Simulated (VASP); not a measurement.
# CdSe (F-43m) under a change of volume, part 2 of 2

How do the elastic response and the band edges of CdSe follow a change of volume?

VASP 6.6.1, plane waves and PAW; the level of theory is named at each step.

So far. Step 5 (Band edges, r2SCAN with spin-orbit coupling): The run ends at a pressure of 0.62 GPa.

### 6. The whole series

Runs beyond LDA use the data sets made with LDA; this shifts their levels slightly, and their total energies have another zero (at TB-mBJ, which has no energy functional, they mean nothing).

The other members went through these steps as far as the tables show, with the same cutoff and, step by step, the same mesh; 25 runs are not shown. The session took 2.8 core hours (wall time by ranks) on a shared machine.

```
volume over the relaxed volume  volume (Å³/atom)  pressure (GPa)  energy above the unstrained row (meV/atom)  gap on the mesh, LDA (eV)
                         0.940            25.641           4.150                                      21.337                      0.551
                         0.955            26.050           2.969                                      11.908                      0.519
                         0.970            26.459           1.888                                       5.347                      0.487
                         0.985            26.868           0.894                                       1.471                      0.456
                             1            27.277          -0.017                                       0.000                      0.425
                         1.015            27.686          -0.854                                       0.781                      0.395
                         1.030            28.096          -1.622                                       3.620                      0.365
                         1.045            28.505          -2.327                                       8.310                      0.336
                         1.060            28.914          -2.975                                      14.762                      0.307
```

A cubic of the pressure in ln(V/V₀) through all rows has the slope −B at V₀: B = 58 GPa, and its curvature gives B′ = 4.7.

Band edges at TB-mBJ with spin-orbit coupling, counted from the valence-band top at Γ, spin-orbit pairs averaged, with one row partly withheld:

```csv
volume over the relaxed volume,gap (eV),conduction band at Γ (eV),Δ or X valley along z (eV),"lowest conduction level at L, [111] (eV)",second valence level below the top (eV),third valence level below the top (eV)
0.940,2.021,2.021,3.840,3.500,0.000,0.336
0.955,1.992,1.992,3.879,3.487,0.000,0.336
0.970,1.963,1.963,3.916,3.473,0.000,0.336
0.985,?,?,3.952,3.460,0.000,0.337
1,1.906,1.906,3.986,3.445,0.000,0.337
1.015,1.877,1.877,4.019,3.429,0.000,0.337
1.030,1.848,1.848,4.050,3.412,0.000,0.338
1.045,1.820,1.820,4.080,3.395,0.000,0.338
1.060,1.792,1.792,4.110,3.377,0.000,0.338
```

Conduction masses, in electron masses (the axis is [001]):

```
volume over the relaxed volume  conduction mass at Γ, along the strain axis or the normal of the plane
                         0.940                                                                   0.168
                         0.955                                                                   0.170
                         0.970                                                                   0.169
                         0.985                                                                   0.168
                             1                                                                   0.168
                         1.015                                                                   0.169
                         1.030                                                                   0.168
                         1.045                                                                   0.168
                         1.060                                                                   0.168
```

Band edges at r2SCAN with spin-orbit coupling, counted from the valence-band top at Γ, spin-orbit pairs averaged:

```
volume over the relaxed volume  gap (eV)  conduction band at Γ (eV)  Δ or X valley along z (eV)  lowest conduction level at L, [111] (eV)  second valence level below the top (eV)  third valence level below the top (eV)
                         0.940     1.173                      1.173                       3.166                                     2.868                                    0.000                                   0.356
                         0.955     1.138                      1.138                       3.199                                     2.849                                    0.000                                   0.356
                         0.970     1.104                      1.104                       3.230                                     2.830                                    0.000                                   0.356
                         0.985     1.070                      1.070                       3.261                                     2.811                                    0.000                                   0.357
                             1     1.036                      1.036                       3.289                                     2.791                                    0.000                                   0.357
                         1.015     1.002                      1.002                       3.317                                     2.770                                    0.000                                   0.357
                         1.030     0.969                      0.969                       3.343                                     2.750                                    0.000                                   0.358
                         1.045     0.936                      0.936                       3.368                                     2.728                                    0.000                                   0.358
                         1.060     0.904                      0.904                       3.391                                     2.707                                    0.000                                   0.358
```

Conduction masses, in electron masses (the axis is [001]):

```csv
volume over the relaxed volume,"conduction mass at Γ, along the strain axis or the normal of the plane"
0.940,0.102
0.955,0.101
0.970,0.100
0.985,0.098
1,0.096
1.015,0.094
1.030,0.093
1.045,0.091
1.060,0.089
```

### 7. Fit and prediction

The quantity to fit is the conduction level at Γ above the mean of the three top valence levels at TB-mBJ with spin-orbit coupling: 2.133, 2.104, 2.075, 2.018, 1.989, 1.961, 1.933, 1.905 eV in the rows shown.

A least-squares parabola through the 8 rows shown, with u the logarithm of the volume ratio: E = − 0.5929 u² − 1.902 u + 2.018 (eV), r.m.s. residual 1.9e-4 eV.

For the withheld row, u = -0.01511, the fit gives 2.0463 eV.

### 8. Prediction against calculation

The calculation gives 2.0467 eV, so the prediction is 0.0004 eV too low.

### 9. What came out

```yaml
bulk_modulus: 58 GPa
gap_of_the_unstrained_cell_tb_mbj_with_spin_orbit_coupling: 1.91 eV
gap_of_the_unstrained_cell_r2scan_with_spin_orbit_coupling: 1.04 eV
de_d_ln_v_of_the_conduction_level_at_gamma_above_the_mean_of_the_three_top_valence_levels_tb_mbj_with_spin_orbit_coupling: -1.90 eV
error_of_the_predicted_row: -0.4 meV
```

The slope of the energy gives 0.12 GPa at the relaxed volume where the pressure column has -0.02 GPa, a mark of the finite basis. At TB-mBJ with spin-orbit coupling the lowest conduction valley is Γ throughout, and the gap runs between 1.79 and 2.02 eV. At r2SCAN with spin-orbit coupling the lowest conduction valley is Γ throughout, and the gap runs between 0.90 and 1.17 eV. Hole masses are left out throughout, since the top bands are degenerate or cross in many series; of conduction masses, those of the Γ, L and (for Si and Ge under (001) strain) Δ valleys are kept where they change by under an eighth between rows. TB-mBJ is a potential fitted for gaps; it has no energy functional, so its total energies and forces mean nothing, and its bands tend to come out too narrow. r2SCAN opens gaps somewhat over GGA but leaves them below measured values as a rule. Δ or X levels are the lowest on their line, refined by a parabola unless they lie at X; the gap is read from all points sampled and can differ from the lowest valley by some meV, or by tens of meV where strain moves the valence top off Γ. Temperature, zero-point motion and excitons are left out.

[Lines on the potential files, build, host, timing and source positions are cut from VASP's logs without a mark.]

[Logs are printed without paths, hosts, clocks, repeated set-up lines and the standing remarks that a program may print on its own settings, such as how far it seeks lower states.]

[Hosts, paths, dates, database ids (printed as entryN), source tags and the programs' standing remarks are cut or masked in the printed files.]

[In band tables of VASP the shares of atoms and orbitals are scaled to a sum of 1 inside the atoms' spheres.]
